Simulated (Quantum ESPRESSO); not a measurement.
A run of Quantum ESPRESSO 7.5 is set up as follows.

Contents of pw.in:

```
&CONTROL
  calculation = 'vc-relax'
  prefix = 'pwscf'
  outdir = './tmp'
  pseudo_dir = './pseudo'
  tprnfor = .true.
  tstress = .true.
  disk_io = 'low'
  nstep = 40
  forc_conv_thr = 0.0004
  etot_conv_thr = 1d-05
/
&SYSTEM
  ibrav = 0
  nat = 3
  ntyp = 2
  ecutwfc = 56
  ecutrho = 448
  nbnd = 25
  occupations = 'smearing'
  smearing = 'fd'
  degauss = 0.00367493
/
&ELECTRONS
  conv_thr = 6d-10
  electron_maxstep = 120
  mixing_beta = 0.3
/
&IONS
  ion_dynamics = 'bfgs'
/
&CELL
  cell_dynamics = 'bfgs'
  press = 0
  press_conv_thr = 0.3
/
ATOMIC_SPECIES
Ta   180.9479 ta_pbesol_v1.uspp.F.UPF
C     12.0110 c_pbesol_v1.2.uspp.F.UPF
CELL_PARAMETERS angstrom
   3.1059000000    0.0000000000    0.0000000000
  -1.5529500000    2.6897883016    0.0000000000
   0.0000000000    0.0000000000    4.9464000000
ATOMIC_POSITIONS crystal
Ta     0.6666666667    0.3333333333    0.7479900000
Ta     0.3333333333    0.6666666667    0.2520100000
C      0.0000000000    0.0000000000    0.0000000000
K_POINTS automatic
8 8 5 0 0 0
HUBBARD {ortho-atomic}
U Ta-5d 3.0
```

Potentials or basis: GBRV 1.5 PBEsol.

Run with:

```sh
$ OMP_NUM_THREADS=1 mpirun -n 2 pw.x -nk 2 -in pw.in > pw.out
```

**Question.** Predict the relaxed volume.

**Answer.** 13.72 Å³/atom.

**Question.** Predict the band gap on the k mesh.

**Answer.** None (metal or under the smearing width).

Final structure:
```xyz
3
Lattice="3.1033 0.0000 0.0000 -1.5516 2.6875 0.0000 0.0000 0.0000 4.9355" Properties=species:S:1:pos:R:3 pbc="T T T"
Ta    1.5516    0.8958    3.6811
Ta    0.0000    1.7917    1.2544
C     0.0000    0.0000    0.0000
```

Caveat: U without spin polarisation on a metal has little footing; the U is typed as a test and isn't derived for this compound. Spin-orbit coupling is left out, which matters for the levels of Ta.
